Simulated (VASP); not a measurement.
A run of VASP 6.6.1 is set up as follows.

INCAR

```
PREC = Accurate ; ENCUT = 520
EDIFF = 1E-6 ; ISMEAR = 0
SIGMA = 0.1 ; LREAL = F
LASPH = T ; NELM = 60
ALGO = Normal ; ISIF = 2
LWAVE = F ; LCHARG = F
GGA = PS ; NBANDS = 10
```

File KPOINTS:

```
Automatic mesh
0
Gamma
  8 8 8
```

File POSCAR:

```
Br
1.0
   -1.2867684050      1.7199972000      3.5779911600
    1.2867684050     -1.7199972000      3.5779911600
    1.2867684050      1.7199972000     -3.5779911600
Br
1
Direct
    0.0000000000      0.0000000000      0.0000000000
```

Potentials or basis: VASP PAW PBE potentials, release 64 (Br).

The run is started by

```bash
$ cat potpaw_PBE.64/Br/POTCAR > POTCAR
$ mpirun -np 1 vasp_std > vasp.out
```

Question: What does it give for the band gap on the k mesh?

Answer: None (metal or under the smearing width).

Question: Predict the pressure.

Answer: -1.1 GPa.

Stress tensor (GPa, compression positive):
```
-2.25  0.00  0.00
 0.00 -0.96  0.00
 0.00  0.00  0.02
```

Caveat: the k mesh is coarse (spacing up to 0.38 Å⁻¹), so the values aren't converged; the PAW data sets were made with another functional, which shifts forces and pressure a little; an odd number of electrons without spin polarisation forces a metal; a magnetic or distorted state may lie lower.
